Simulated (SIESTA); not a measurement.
WC (Qusongite) under changes of volume

One of the cells (10.584 Å³/atom); the others are scaled copies at fixed shape and fractional positions:

```
W C
1.0
     2.92575    0.00000    0.00000
    -1.46287    2.53377    0.00000
     0.00000    0.00000    2.85539
W C
1 1
Direct
  0.00000 0.00000 0.00000
  0.66667 0.33333 0.50000
```

| Property | Result |
| --- | --- |
| Program | SIESTA 5.4.2 |
| Functional | PBEsol |
| Potentials or basis | PseudoDojo 0.4 standard (PBEsol files) |
| Basis | DZP (energy shift 0.003 Ry; two zetas on semicore shells) |
| Grid cutoff | 800 Ry |
| Energy shift | 0.003 Ry |
| k mesh | 10 × 10 × 9 |
| Occupations | fermi-dirac, width 0.05 eV |
| Spin | no spin polarisation |

```tsv
volume (Å³/atom)	energy over the lowest point (meV/atom)	pressure (GPa)
9.754	62.57	32.0
9.961	?	?
10.169	7.32	11.3
10.584	0.00	-5.2
10.791	11.41	-12.3
10.999	31.60	-18.7
```

What does the run at 9.961 Å³/atom give?

Energy over the lowest point 28.26 meV/atom; pressure 21.2 GPa.

Worked out: A Birch-Murnaghan fit of order 3 (a polynomial in V^(-2/3)) to the other rows has its minimum at 10.44 Å³/atom with B0 = V·E''(V) = 404 GPa and B' = 4.3 at fixed shape and positions, which overstates the stiffness. It gives 28.37 meV/atom at 9.961 Å³/atom, against the run's 28.26, and -dE/dV = 21.2 GPa, against 21.2.

Energies are extrapolated to zero smearing.

Caveats: short orbitals over semicore shells can move pressures by several GPa; the basis of atomic orbitals isn't converged, which shifts pressures, moduli and gaps.
